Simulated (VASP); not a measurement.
# GaSb (F-43m) in VASP: single point with LDA

Aim: the single point of GaSb with LDA.

All numbers are computed with VASP 6.6.1; they aren't measurements. Logs are shortened: lines on timing, memory, paths and dates and some standing lists are left out, and cuts for length are marked.

**Measured values to compare with.**

From a printed reference work, data compilation, for a bulk crystal of GaSb at 4.2 K: band gap 0.811 eV (direct).

The results are compared with them further down.

## (1) The cell of the first run

The structure is cubic, space group F-43m (No. 216). The conventional cell has a = 6.118 Å, b = 6.118 Å, c = 6.118 Å, α = 90.00°, β = 90.00°, γ = 90.00°. Within 3.5 Å of Ga (site symmetry -43m) lie 4 Sb at 2.65 Å. Within 3.5 Å of Sb (site symmetry -43m) lie 4 Ga at 2.65 Å.

## (2) Single point, LDA

Input file INCAR:

```
SYSTEM = GaSb
ALGO     = Normal         ! electronic algorithm
EDIFF    = 1E-6           ! SCF threshold, eV
ENCUT    = 500            ! plane-wave cutoff, eV
GGA_COMPAT= .False.      
ISIF     = 2              ! what is computed and relaxed
ISMEAR   = -1             ! smearing method
LASPH    = .True.         ! aspherical terms in the spheres
LCHARG   = .False.        ! write CHGCAR
LREAL    = .False.        ! projectors in reciprocal space
LWAVE    = .False.        ! write WAVECAR
NBANDS   = 16             ! bands
NELM     = 120            ! most SCF steps
PREC     = Accurate       ! precision mode
SIGMA    = 0.0272         ! smearing width, eV
```

Input file KPOINTS:

```
k-points
0
Gamma
  6 6 6
  0 0 0
```

Input file POSCAR:

```
GaSb
1.0
    0.0000000000      3.0590000000      3.0590000000
    3.0590000000      0.0000000000      3.0590000000
    3.0590000000      3.0590000000      0.0000000000
Ga Sb
1 1
Direct
    0.0000000000      0.0000000000      0.0000000000
    0.7500000000      0.7500000000      0.7500000000
```

Potentials or basis: VASP PAW LDA potentials, release 64 (Ga_d, Sb).

The run is started by

```sh
> cat potpaw_LDA.64/Ga_d/POTCAR potpaw_LDA.64/Sb/POTCAR > POTCAR
> mpirun -np 1 vasp_std > vasp.out
```

OUTCAR:

```text
SYSTEM = GaSb
   EDIFF = 1E-6
   ENCUT = 500
   ISIF = 2
   ISMEAR = -1
   LASPH = .True.
   LREAL = .False.
   NELM = 120
   PREC = Accurate

 ion  position               nearest neighbor table
   1  0.000  0.000  0.000-   2 2.65   2 2.65   2 2.65   2 2.65
   2  0.750  0.750  0.750-   1 2.65   1 2.65   1 2.65   1 2.65

  LATTYP: Found a face centered cubic cell.
 ALAT       =     6.1180000000

  Lattice vectors:

 A1 = (   0.0000000000,   3.0590000000,   3.0590000000)
 A2 = (   3.0590000000,   0.0000000000,   3.0590000000)
 A3 = (   3.0590000000,   3.0590000000,   0.0000000000)

Analysis of symmetry for initial positions (statically):
=====================================================================
 Subroutine PRICEL returns:
 Original cell was already a primitive cell.

 Routine SETGRP: Setting up the symmetry group for a
 face centered cubic supercell.

 Subroutine GETGRP returns: Found 24 space group operations
 (whereof 24 operations were pure point group operations)
 out of a pool of 48 trial point group operations.

The static configuration has the point symmetry T_d .

Analysis of symmetry for dynamics (positions and initial velocities):
=====================================================================
 Subroutine PRICEL returns:
 Original cell was already a primitive cell.

 Routine SETGRP: Setting up the symmetry group for a
 face centered cubic supercell.

 Subroutine GETGRP returns: Found 24 space group operations
 (whereof 24 operations were pure point group operations)
 out of a pool of 48 trial point group operations.

The dynamic configuration has the point symmetry T_d .

 Subroutine INISYM returns: Found 24 space group operations
 (whereof 24 operations are pure point group operations),
 and found     1 'primitive' translations

----------------------------------------------------------------------------------------

                                     Primitive cell

  volume of cell :      57.2491

  direct lattice vectors                    reciprocal lattice vectors
     0.000000000  3.059000000  3.059000000    -0.163452109  0.163452109  0.163452109
     3.059000000  0.000000000  3.059000000     0.163452109 -0.163452109  0.163452109
     3.059000000  3.059000000  0.000000000     0.163452109  0.163452109 -0.163452109

  length of vectors
     4.326079287  4.326079287  4.326079287     0.283107357  0.283107357  0.283107357

  position of ions in fractional coordinates (direct lattice)
     0.000000000  0.000000000  0.000000000
     0.750000000  0.750000000  0.750000000

  ion indices of the primitive-cell ions
   primitive index   ion index
                 1           1
                 2           2

----------------------------------------------------------------------------------------

 KPOINTS: k-points

Automatic generation of k-mesh.
 Grid dimensions read from file:
 generate k-points for:    6    6    6

 Generating k-lattice:

  Cartesian coordinates                     Fractional coordinates (reciprocal lattice)
    -0.027242018  0.027242018  0.027242018     0.166666667  0.000000000  0.000000000
     0.027242018 -0.027242018  0.027242018     0.000000000  0.166666667  0.000000000
     0.027242018  0.027242018 -0.027242018     0.000000000  0.000000000  0.166666667

  Length of vectors
     0.047184559  0.047184559  0.047184559

  Shift w.r.t. Gamma in fractional coordinates (k-lattice)
     0.000000000  0.000000000  0.000000000

 Subroutine IBZKPT returns following result:
 ===========================================

 Found     16 irreducible k-points:

 Following reciprocal coordinates:
            Coordinates               Weight
  0.000000  0.000000  0.000000      1.000000
  0.166667  0.000000  0.000000      8.000000
  0.333333  0.000000  0.000000      8.000000
  0.500000  0.000000  0.000000      4.000000
  0.166667  0.166667  0.000000      6.000000
  0.333333  0.166667  0.000000     24.000000
[... 8 lines left out ...]
 -0.333333  0.333333  0.166667     24.000000
 -0.333333  0.500000  0.166667     12.000000
   k-points           NKPTS =     16   k-points in BZ     NKDIM =     16   number of bands    NBANDS=     16
   number of dos      NEDOS =    301   number of ions     NIONS =      2
   total plane-waves  NPLWV =  32768
   dimension x,y,z NGX =    32 NGY =   32 NGZ =   32
   dimension x,y,z NGXF=    64 NGYF=   64 NGZF=   64
   ions per type =               1   1
   NGX,Y,Z   is equivalent  to a cutoff of  12.30, 12.30, 12.30 a.u.
   NGXF,Y,Z  is equivalent  to a cutoff of  24.59, 24.59, 24.59 a.u.
 SYSTEM =  GaSb
   PREC   = accura    normal or accurate (medium, high low for compatibility)
   ISTART =      0    job   : 0-new  1-cont  2-samecut
   ICHARG =      2    charge: 1-file 2-atom 10-const
   ISPIN  =      1    spin polarized calculation?
   LNONCOLLINEAR =      F non collinear calculations
   LSORBIT =      F    spin-orbit coupling
   LASPH  =      T    aspherical Exc in radial PAW
   ENCUT  =  500.0 eV  36.75 Ry    6.06 a.u.   7.89  7.89  7.89*2*pi/ulx,y,z
   NELM   =    120;   NELMIN=  2; NELMDL= -5     # of ELM steps
   EDIFF  = 0.1E-05   stopping-criterion for ELM
   LREAL  =      F    real-space projection
   EDIFFG = 0.1E-04   stopping-criterion for IOM
   NSW    =      0    number of steps for IOM
   IBRION =     -1    ionic relax: 0-MD 1-quasi-New 2-CG
   NFREE  =      0    steps in history (QN), initial steepest desc. (CG)
   ISIF   =      2    stress and relaxation
   ISYM   =      2    0-nonsym 1-usesym 2-fastsym
   POTIM  = 0.5000    time-step for ionic-motion
   TEBEG  =    0.0;   TEEND  =   0.0 temperature during run
   PSTRESS=    0.0 pullay stress
   NELECT =      18.0000    total number of electrons
   NUPDOWN=      -1.0000    fix difference up-down
   EMIN   =  10.00;   EMAX   =-10.00  energy-range for DOS
   EFERMI =   0.00;   METHOD = LEGACY
   ISMEAR =    -1;   SIGMA  =   0.03  broadening in eV -4-tet -1-fermi 0-gaus
   EFERMI_NEDOS =   21; number of points for ismear=-14 and -15
   IALGO  =     38    algorithm
   IMIX   =      4    mixing-type and parameters
     AMIX     =   0.40;   BMIX     =  1.00
     AMIX_MAG =   1.60;   BMIX_MAG =  1.00
  volume/ion in A,a.u.               =      28.62       193.17
  Fermi-wavevector in a.u.,A,eV,Ry     =   1.113208  2.103657 16.860766  1.239231
  Thomas-Fermi vector in A             =   2.249790
   LORBIT       =      0    0 simple, 1 ext, 2 COOP (PROOUT), +10 PAW based schemes
   GGA     = CA    functional components
   LHFCALC =     F    Hartree Fock is set to
   AEXX    =    0.0000 exact exchange contribution
   IVDW    =     0    specifies the selected vdW correction
   LEPSILON=     F    determine dielectric tensor
   LRPA    =     F    only Hartree local field effects (RPA)
 non-spin polarized calculation
  energy-cutoff  :      500.00
  volume of cell :       57.25
 maximum number of plane-waves:      1464
   NGX = 15   NGY = 15   NGZ = 15

 number of electron      17.9999986 magnetization

 Free energy of the ion-electron system (eV)
  ---------------------------------------------------
  ext. energy  EPLUGINS =         0.00000000
  ---------------------------------------------------
  free energy    TOTEN  =        -8.63221071 eV

  energy without entropy =       -8.63172267  energy(sigma->0) =       -8.63196669

 E-fermi :   4.7058     XC(G=0):  -9.3943

 val. band max:        4.6867684484   @ k =   0.0000   0.0000   0.0000
 cond. band min:       4.9801915813   @ k =   0.5000   0.0000   0.0000
 fundamental gap:      0.2934231329
 Fermi energy:         4.7058040160

 k-point     1 :       0.0000    0.0000    0.0000
  band No.  band energies     occupation
      1     -10.4635      2.00000
      2     -10.4635      2.00000
      3     -10.4635      2.00000
      4     -10.4144      2.00000
      5     -10.4144      2.00000
      6      -6.8310      2.00000
[... 8 lines left out ...]
     15      13.2422      0.00000
     16      13.2422      0.00000

 k-point     2 :       0.1667    0.0000    0.0000
  band No.  band energies     occupation
      1     -10.4704      2.00000
      2     -10.4605      2.00000
      3     -10.4605      2.00000
      4     -10.4147      2.00000
      5     -10.4147      2.00000
      6      -6.5496      2.00000
[... 8 lines left out ...]
     15      12.2409      0.00000
     16      12.2409      0.00000

 k-point     3 :       0.3333    0.0000    0.0000
  band No.  band energies     occupation
      1     -10.4840      2.00000
      2     -10.4551      2.00000
      3     -10.4551      2.00000
      4     -10.4147      2.00000
      5     -10.4147      2.00000
      6      -5.7993      2.00000
[... 8 lines left out ...]
     15      12.7310      0.00000
     16      12.7310      0.00000

 k-point     4 :       0.5000    0.0000    0.0000
  band No.  band energies     occupation
      1     -10.4906      2.00000
      2     -10.4529      2.00000
      3     -10.4529      2.00000
      4     -10.4142      2.00000
      5     -10.4142      2.00000
      6      -5.2092      2.00000
[... 8 lines left out ...]
     15      14.4886      0.00000
     16      14.4886      0.00000
[... 172 lines left out ...]
 k-point    14 :       0.5000    0.3333    0.1667
  band No.  band energies     occupation
      1     -10.4953      2.00000
      2     -10.4492      2.00000
      3     -10.4464      2.00000
      4     -10.4197      2.00000
      5     -10.4131      2.00000
      6      -5.1572      2.00000
[... 8 lines left out ...]
     15      13.5931      0.00000
     16      15.5364      0.00000

 k-point    15 :      -0.3333    0.3333    0.1667
  band No.  band energies     occupation
      1     -10.4983      2.00000
      2     -10.4485      2.00000
      3     -10.4438      2.00000
      4     -10.4190      2.00000
      5     -10.4143      2.00000
      6      -4.6299      2.00000
[... 8 lines left out ...]
     15      15.0079      0.00000
     16      15.2165      0.00000

 k-point    16 :      -0.3333    0.5000    0.1667
  band No.  band energies     occupation
      1     -10.5030      2.00000
      2     -10.4449      2.00000
      3     -10.4406      2.00000
      4     -10.4222      2.00000
      5     -10.4128      2.00000
      6      -4.3497      2.00000
[... 8 lines left out ...]
     15      14.5496      0.00000
     16      15.8711      0.00000

------------------------ aborting loop because EDIFF is reached ----------------------------------------

  FORCE on cell =-STRESS in cart. coord.  units (eV):
  Direction    XX          YY          ZZ          XY          YZ          ZX
  --------------------------------------------------------------------------------------
  -------------------------------------------------------------------------------------
  Total       -0.5267672     -0.5267672     -0.5267672      0.0000000      0.0000000      0.0000000
  in kB      -14.7421529    -14.7421529    -14.7421529      0.0000000      0.0000000      0.0000000
  external PRESSURE =     -14.7421529 kB  Pullay stress =       0.0000000 kB

 VOLUME and BASIS-vectors are now :
 -----------------------------------------------------------------------------
  energy-cutoff  :      500.00
  volume of cell :       57.25
      direct lattice vectors                 reciprocal lattice vectors
     0.000000000  3.059000000  3.059000000    -0.163452109  0.163452109  0.163452109
     3.059000000  0.000000000  3.059000000     0.163452109 -0.163452109  0.163452109
     3.059000000  3.059000000  0.000000000     0.163452109  0.163452109 -0.163452109

 POSITION                                       TOTAL-FORCE (eV/Angst)
 -----------------------------------------------------------------------------------
      0.00000      0.00000      0.00000        -0.000000     -0.000000     -0.000000
      4.58850      4.58850      4.58850         0.000000      0.000000      0.000000
 -----------------------------------------------------------------------------------
    total drift:                               -0.000000     -0.000000     -0.000000

  FREE ENERGIE OF THE ION-ELECTRON SYSTEM (eV)
  ---------------------------------------------------
  free  energy   TOTEN  =        -8.6322107074 eV

  energy  without entropy=       -8.6317226697  energy(sigma->0) =       -8.63196669
```

It took 4.2 s on 1 thread of Intel Xeon 6975P-C (Granite Rapids), shared host; peak memory 0.15 GiB.

What came out:

| Item | Value |
| --- | --- |
| Free energy | -8.6322 eV |
| Pressure | -1.5 GPa |
| Band gap on the k mesh | zero (filled and empty bands touch) |

Levels at points of the mesh, in eV from the Fermi level:
```tsv
k point	band 7	band 8	band 9	band 10	band 11	band 12
(0.00, 0.00, 0.00)	-0.15	-0.02	-0.02	-0.02	2.73	2.73
(0.50, 0.00, 0.00)	-6.43	-1.17	-1.17	0.27	3.69	3.69
(0.50, 0.50, 0.00)	-6.87	-2.60	-2.60	0.81	1.14	8.55
```

Caveat: spin-orbit coupling is left out, which moves the levels of the heavy elements.

## (3) How close it comes

Step 2. Against the measured gap of GaSb, 0.811 eV (direct; 4.2 K; a printed reference work, data compilation), the calculated 0.00 eV is off by -0.81 eV. Spin-orbit coupling on Ga, Sb is left out. The value is that of LDA on a finite k mesh, which can miss the band edges, without temperature or zero-point motion. Semilocal functionals fall short of measured gaps as a rule.
